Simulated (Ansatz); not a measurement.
# Te (R-3m), clamped-ion strain scan

Computed with DFT LDA, scalar-relativistic, plane waves, PAW in Ansatz 0.2.0. Cutoff 420 eV, Γ-centred 15×15×15 k-points, Gaussian smearing of 0.15 eV. No spin polarisation. Energies are free energies at this smearing, counted from the undisturbed cell; pressure is positive in compression.

Zero of the scan (as given, not relaxed at this level; it stands at -1.4 GPa; this form isn't the usual structure):

```
Te
1.0
     2.30590    1.33131    1.69095
    -2.30590    1.33131    1.69095
     0.00000   -2.66263    1.69095
Te
1
Direct
  0.50000 0.50000 0.50000
```

The cell is strained by ε times the Voigt pattern (1, 0, 0, 0, 0, 0) (xx, yy, zz, yz, xz, xy; engineering shear) with fractional coordinates fixed. The cell is metallic on the mesh throughout.

```tsv
ε	ΔE (meV/atom)
-0.1500	178.5
-0.0750	30.2
0.0000	0.0
0.0375	22.2
0.1125	118.4
```

(1) Predict the stress summed along the pattern (GPa, tension positive) at each point.

## Answers

(1)
```tsv
ε	stress summed along the pattern (GPa, tension positive)
-0.1500	-14.88
-0.0750	-6.02
0.0000	1.54
0.0375	4.44
0.1125	8.39
```